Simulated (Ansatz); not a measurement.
**PbS (Galena) under changes of volume**

One of the cells (26.086 Å³/atom); the others are scaled copies at fixed shape and fractional positions:

```
CELL_PARAMETERS angstrom
0.00000 2.96575 2.96575
2.96575 0.00000 2.96575
2.96575 2.96575 0.00000
ATOMIC_POSITIONS crystal
Pb 0.00000 0.00000 0.00000
S 0.50000 0.50000 0.50000
```

```yaml
Program: Ansatz 0.2.0
Functional: B3LYP5
Potentials_or_basis: Ansatz PAW
Cutoff: "420 eV (not typed: the program's choice for these potentials)"
k_mesh: 4 × 4 × 4
Occupations: fermi-dirac, width 0.05 eV
Spin: no spin polarisation
```

```csv
volume (Å³/atom),energy over the lowest point (meV/atom),pressure (GPa),gap on the mesh (eV)
24.521,?,?,?
25.042,66.68,7.8,1.18
25.564,44.09,6.1,1.27
26.086,26.60,4.6,1.34
26.607,13.70,3.3,1.42
27.129,4.96,2.1,1.48
27.651,0.00,1.0,1.54
```

What does the run at 24.521 Å³/atom give?

Energy over the lowest point 94.88 meV/atom; pressure 9.6 GPa; gap on the mesh 1.09 eV.

Worked out: A Birch-Murnaghan fit of order 3 (a polynomial in V^(-2/3)) to the other rows has its minimum at 28.16 Å³/atom, just outside them, with B0 = V·E''(V) = 52 GPa and B' = 4.2. It gives 94.81 meV/atom at 24.521 Å³/atom, against the run's 94.88, and -dE/dV = 9.6 GPa, against 9.6. A parabola through the other rows of the gap, of slope 4.59 eV per unit of ln V (its deformation potential) there, extrapolates to 1.09 eV, against the run's 1.09.

Energies are extrapolated to zero smearing.

Caveats: all runs use coarse meshes; spin-orbit coupling is left out, which as a rule narrows the gap of such compounds by several tenths of an eV; the PAW data sets come from PBE, with cores solved anew for the run's functional, which leaves a small shift of forces and pressure; the thresholds are loose for stress.

A mesh can miss the band edges.
